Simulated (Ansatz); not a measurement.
# How far is this LiCl from the hull?

Computed with DFT PBE, scalar-relativistic, plane waves, PAW in Ansatz 0.2.0. All cells share a 420 eV cutoff and Γ-centred k meshes spaced at most about 0.3 Å⁻¹ (2π included). No spin polarisation.

Formation energies are uncorrected and refer to the elements' standard structures at the same level (Cl₂ as a molecule).

Temperature and zero-point effects are left out.

The competitors are the elements and 1 reference phase of this chemical system (from databases or known types: LiCl), relaxed at the same level; other known phases may be missing.

The candidate was reached from: 4-connected net, two elements alternating, changed on relaxing.

```
Li Cl
1.0
    -4.16974    4.16974    2.59348
     4.16974   -4.16974    2.59348
     4.16974    4.16974   -2.59348
Li Cl
4 4
Direct
  0.64230 0.14230 0.78459
  0.35770 0.85770 0.21541
  0.85770 0.64230 0.50000
  0.14230 0.35770 0.50000
  0.34848 0.15152 0.50000
  0.65152 0.84848 0.50000
  0.15152 0.65152 0.80304
  0.84848 0.34848 0.19696
```

Problem. Is it stable, and against what?

Solution. Not the lowest form: another structure of the same formula lies lower. Its formation energy is -1.836 eV/atom. The lowest competing phase at this composition is this:

```
phase       space group             source  share of atoms  ΔE_f (eV/atom)
 LiCl  P6_3mc (No. 186)  Materials Project          1.0000          -1.878
```

The candidate lies 42 meV/atom above this phase. The candidate matches no cell in the subsets of the Crystallography Open Database and the Materials Project at hand. That margin is within the range where metastable phases are often made. Checks: no imaginary mode on a 2×2×2 q mesh. The Crystallography Open Database lists this formula in another space group (No. 225).
